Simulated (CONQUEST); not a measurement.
SiC (Moissanite 3C) under changes of volume

One of the cells (10.346 Å³/atom); the others are scaled copies at fixed shape and fractional positions:

```
CELL_PARAMETERS angstrom
3.08157 0.00000 0.00000
0.00000 3.08157 0.00000
0.00000 0.00000 4.35800
ATOMIC_POSITIONS crystal
Si 0.00000 0.00000 0.00000
Si 0.50000 0.50000 0.50000
C 0.00000 0.50000 0.25000
C 0.50000 0.00000 0.75000
```

```yaml
Program: CONQUEST 1.3
Functional: PBEsol
Potentials_or_basis: PseudoDojo NC PBEsol, DZP, grid of 32 × 32 × 48 points
k_mesh: 9 × 9 × 6
Occupations: fermi-dirac, width 0.05 eV
Spin: no spin polarisation
```

```csv
volume (Å³/atom),energy over the lowest point (meV/atom),pressure (GPa),gap on the mesh (eV)
9.725,40.17,18.3,1.14
9.932,?,?,?
10.139,7.17,7.4,1.18
10.346,0.65,2.8,1.20
10.553,0.00,-1.5,1.21
10.760,4.22,-5.2,1.23
10.967,13.27,-8.8,1.25
```

**Question.** What does the run at 9.932 Å³/atom give?

**Answer.** Energy over the lowest point 20.10 meV/atom; pressure 12.7 GPa; gap on the mesh 1.16 eV.

Worked out: A Birch-Murnaghan fit of order 3 (a polynomial in V^(-2/3)) to the other rows has its minimum at 10.48 Å³/atom with B0 = V·E''(V) = 209 GPa and B' = 4.6. It gives 20.08 meV/atom at 9.932 Å³/atom, against the run's 20.10, and -dE/dV = 12.7 GPa, against 12.7. A straight line through the other rows of the gap, of slope 0.892 eV per unit of ln V, gives 1.16 eV, against the run's 1.16.

Energies are extrapolated to zero smearing.

Caveats: an odd mesh through Γ misses points on the zone boundary, where band edges often lie; the basis of atomic orbitals isn't converged, which shifts pressures, moduli and gaps; the real-space grid breaks the cell's symmetry a little (some runs).
